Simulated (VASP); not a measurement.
A run of VASP 6.6.1:

The input INCAR:

```
SYSTEM = TiTe2
ALGO = Fast
DIPOL = 0.5 0.5 0.500
EDIFF = 1E-6
ENCUT = 520
GGA = PS
IDIPOL = 3
ISIF = 2
ISMEAR = 1
KPAR = 8
LASPH = .True.
LCHARG = .True.
LDIPOL = .True.
LREAL = .False.
LVACPOTAV = .True.
LVHAR = .True.
LWAVE = .False.
NELM = 100
PREC = Accurate
SIGMA = 0.1
```

KPOINTS

```
k-points
0
Gamma
  10 10 1
  0 0 0
```

Contents of POSCAR:

```
TiTe2                                   
1.0
    3.7770000000      0.0000000000      0.0000000000
   -1.8885000000      3.2709779500      0.0000000000
    0.0000000000      0.0000000000     19.4153488000
  Te              Ti            
     2     1
Direct
     0.3333333332999970    0.6666666667000030    0.4122857814865178
     0.6666666667000030    0.3333333332999970    0.5877142185134822
     0.0000000000000000    0.0000000000000000    0.5000000000000000
```

Potentials or basis: VASP PAW PBE potentials, release 64 (Te, Ti_sv).

Launch:

```sh
$ cat potpaw_PBE.64/Te/POTCAR potpaw_PBE.64/Ti_sv/POTCAR > POTCAR
$ mpirun -np 8 vasp_std > vasp.out
```

Hardware: 8 MPI ranks on Intel(R) Xeon(R) Platinum 8488C (Sapphire Rapids), with other jobs on the host.

Problem. Estimate the wall time of this run.

Solution. Wall time 58 s on 8 MPI ranks on Intel(R) Xeon(R) Platinum 8488C (Sapphire Rapids), with other jobs on the host, peak memory 0.36 GiB a rank. Counts: scf iterations 33, k points 14.
